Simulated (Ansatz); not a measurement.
# LiCl: the cost of one run

Program: Ansatz 0.2.0. Level of theory: DFT PBE, scalar-relativistic, plane waves, PAW. These are calculated values, not measurements.

1 further run of the same task is left out (set aside as unsound or not needed).

### Step 1. The starting structure

Symmetry: Fm-3m, No. 225, cubic system. The conventional cell has a = 5.150 Å, b = 5.150 Å, c = 5.150 Å, α = 90.00°, β = 90.00°, γ = 90.00°. Around Li (site symmetry m-3m) lie 6 Cl at 2.58 Å. Around Cl (site symmetry m-3m) lie 6 Li at 2.58 Å.

Structure file:

```cif
data_structure
_symmetry_space_group_name_H-M 'Fm-3m'
_symmetry_Int_Tables_number 225
_cell_length_a 5.1503
_cell_length_b 5.1503
_cell_length_c 5.1503
_cell_angle_alpha 90.000
_cell_angle_beta 90.000
_cell_angle_gamma 90.000
_cell_volume 136.61
loop_
_atom_site_label
_atom_site_type_symbol
_atom_site_symmetry_multiplicity
_atom_site_Wyckoff_symbol
_atom_site_fract_x
_atom_site_fract_y
_atom_site_fract_z
_atom_site_occupancy
Li1 Li 4 a 0.00000 0.00000 0.00000 1
Cl1 Cl 4 b 0.00000 0.50000 0.00000 1
```

This is a trial structure built by rule; it need not be a known or stable form of this composition.

This cell was relaxed beforehand with the same method: volume 17.08 Å³/atom, gap on the mesh 6.26 eV.

### Step 2. Building the stacking ABABC

Close-packed layers are stacked in the order given (letters for the first element, the second between them) and fully relaxed; h and k in a name mark layers with hexagonal and cubic surroundings. Energies count from the base stacking, -643.9169 eV an atom.

The cell holds 5 Li, 5 Cl: a = 3.642 Å, b = 3.642 Å, c = 14.868 Å, α = 90.00°, β = 90.00°, γ = 120.00°.

### Step 3. The relaxation run

Contents of input.yaml:

```yaml
crystal:
  lattice:
    - [3.641796762, 0.0, 0.0]
    - [-1.820898381, 3.1538885114, 0.0]
    - [0.0, 0.0, 14.8675720335]
  atoms:
    - { symbol: Li, position: [0.0, 0.0, 0.0] }
    - { symbol: Cl, position: [0.6666666667, 0.3333333333, 0.1] }
    - { symbol: Li, position: [0.3333333333, 0.6666666667, 0.2] }
    - { symbol: Cl, position: [0.6666666667, 0.3333333333, 0.3] }
    - { symbol: Li, position: [0.0, 0.0, 0.4] }
    - { symbol: Cl, position: [0.6666666667, 0.3333333333, 0.5] }
    - { symbol: Li, position: [0.3333333333, 0.6666666667, 0.6] }
    - { symbol: Cl, position: [0.0, 0.0, 0.7] }
    - { symbol: Li, position: [0.6666666667, 0.3333333333, 0.8] }
    - { symbol: Cl, position: [0.3333333333, 0.6666666667, 0.9] }
basis:
  ecutwfc: 420
kpoints:
  mp_grid: { grid: [9, 9, 3] }
hamiltonian:
  xc: pbe
scf:
  occupations: { method: gaussian, width: 0.02 }
output:
  forces: true
  stress: true
  eigenvalues: true
  populations: true
relax:
  adjacent_minimum: "off"
  f_tol: 0.01
  max_steps: 45
  cell: { stress_tol: 0.05 }
```

Run with:

```bash
> ansatz run input.yaml --threads 1 --pin off --max-ram 2560MiB --backend cpu --events-out ev --progress --plain --runs-dir out
```

**Question.** How long does this run take on 1 thread of Intel Xeon Platinum 8375C at 2.90GHz (Ice Lake), shared host, and how much memory does it need?

About 44 s, with a peak of 0.52 GiB.
